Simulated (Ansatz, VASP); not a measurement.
**Ag in VASP and in Ansatz**

```
Ag
1.0
     0.00000    2.04275    2.04275
     2.04275    0.00000    2.04275
     2.04275    2.04275    0.00000
Ag
1
Direct
  0.00000 0.00000 0.00000
```

Alike in both runs: functional B3LYP; k mesh 6 × 6 × 6; occupations fermi-dirac, width 0.05 eV; no spin polarisation.

|  | VASP | Ansatz |
| --- | --- | --- |
| version | VASP 6.6.1 | Ansatz 0.2.0 |
| potentials or method | VASP PAW PBE potentials, release 64 (Ag) | Ansatz PAW |
| plane-wave cutoff (eV) | 520 | 420 |
| valence electrons in the cell | 11 | 19 |
| task | band structure | single point |

```tsv
	VASP	Ansatz	Ansatz less VASP
gap on the k mesh at the Fermi level (eV)	none	none	-
pressure (GPa)	10.9	12.0	+1.05
```

A gap of «none» marks a metal or a gap that the smearing closes. The two sets of potentials don't hold the same shells in valence.

Caveats: the k mesh is coarse (spacing up to 0.44 Å⁻¹), so the values aren't converged, least of all with exact exchange; an unscreened hybrid on a path of extra k points without a Coulomb cutoff has errors near the mesh points, so the bands along the path aren't reliable (VASP); the PAW data sets were made with another functional, which shifts forces and pressure a little (VASP); the PAW data sets come from PBE, with cores solved anew for the run's functional, which leaves a small shift of forces and pressure (Ansatz); the thresholds are loose for stress (Ansatz).
